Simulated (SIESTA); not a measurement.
Hf:

```
Hf
1.0
     2.91381    0.00000    0.00000
     0.00000    2.91381    0.00000
     0.00000    0.00000    2.91381
Hf
1
Direct
  0.50000 0.50000 0.50000
```

The cell was built by a generator and needn't be a form met in nature.

```yaml
Program: SIESTA 5.4.2
Task: relaxation of cell and atoms
Functional: LDA
Potentials_or_basis: PseudoDojo 0.4 standard (LDA files)
Basis: DZP (energy shift 0.003 Ry; two zetas on semicore shells)
Grid_cutoff: 800 Ry
Energy_shift: 0.003 Ry
k_mesh: 9 × 9 × 9
Occupations: fermi-dirac, width 0.05 eV
Spin: no spin polarisation
```

At the start: pressure -7.4 GPa; volume 24.74 Å³/atom.

Problem. Where does the relaxation end?

Solution. Over 5 steps the energy falls by 53.8 meV/atom and the volume is 22.48 Å³/atom (-9.1 %); space group Pm-3m (No. 221, to 0.05 Å).

The path:
```csv
step,energy change (eV),largest force (eV/Å),pressure (GPa),volume (Å³)
1,0.0000,0.0000,-7.41,24.74
2,-0.0031,0.0000,-7.22,24.67
3,-0.0537,0.0000,0.44,22.38
4,-0.0537,0.0000,-0.14,22.53
5,-0.0538,0.0000,0.05,22.48
```

Final structure:
```
CELL_PARAMETERS angstrom
2.82217 0.00000 0.00000
0.00000 2.82217 0.00000
0.00000 0.00000 2.82217
ATOMIC_POSITIONS crystal
Hf 0.50000 0.50000 0.50000
```

Caveat: short orbitals over semicore shells can move pressures by several GPa; the basis of atomic orbitals isn't converged, which shifts pressures, moduli and gaps.
